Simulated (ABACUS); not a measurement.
Re:

```
CELL_PARAMETERS angstrom
2.76080 0.00000 0.00000
-1.38040 2.39092 0.00000
0.00000 0.00000 4.45820
ATOMIC_POSITIONS crystal
Re 0.66667 0.33333 0.75000
Re 0.33333 0.66667 0.25000
```

Base run:

```yaml
Program: ABACUS 3.10.1
Functional: PBE
Potentials_or_basis: SG15 ONCV 1.2 PBE
Cutoff: 1361 eV
Density_cutoff: 5442 eV
Basis: DZP LCAO (the cutoffs set its grid)
k_mesh: 10 × 10 × 6
Occupations: fermi-dirac, width 0.05 eV
Spin: no spin polarisation
```

Its results: band gap on the k mesh none (metal or under the smearing width); pressure 6.5 GPa.

The run is repeated on the same cell with these changes: functional from PBE to r2SCAN; k mesh from 10 × 10 × 6 to 8 × 8 × 4. What comes out?

Band gap on the k mesh none (metal or under the smearing width); pressure 2.6 GPa.

Several settings changed at once, so the effect can't be laid on one alone.

Caveats: the atomic orbitals were generated for these runs and aren't a published set; the basis of atomic orbitals isn't converged, which shifts pressures, moduli and gaps; the potentials were made for another functional, which shifts forces and pressure (some runs).

Not every run made on this cell is shown here.
